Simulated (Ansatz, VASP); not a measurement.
# Ti: VASP beside Ansatz

```xyz
3
Lattice="4.6275 0.0000 0.0000 -2.3137 4.0075 0.0000 0.0000 0.0000 2.8634" Properties=species:S:1:pos:R:3 pbc="T T T"
Ti    2.3137    1.3358    1.4317
Ti    0.0000    2.6717    1.4317
Ti    0.0000    0.0000    0.0000
```

Change from the starting cell: volume scaled by 1.04.

Alike in both runs: task single point; functional LDA; k mesh 7 × 7 × 9; occupations fermi-dirac, width 0.05 eV; no spin polarisation.

```csv
,VASP,Ansatz
version,VASP 6.6.1,Ansatz 0.2.0
potentials or method,"VASP PAW LDA potentials, release 64 (Ti_sv), cutoff 520 eV","all-electron LAPW, scalar-relativistic"
```

|  | VASP | Ansatz | Ansatz less VASP |
| --- | --- | --- | --- |
| gap on the k mesh at the Fermi level (eV) | none | none | - |
| pressure (GPa) | -11.6 | -11.6 | +0.01 |
| largest component of the traceless stress (GPa) | 0.17 | 0.18 | +0.006 |

A gap of «none» marks a metal or a gap that the smearing closes. Ansatz ran all-electron here, so the differences hold the error of VASP's frozen core and of both bases.
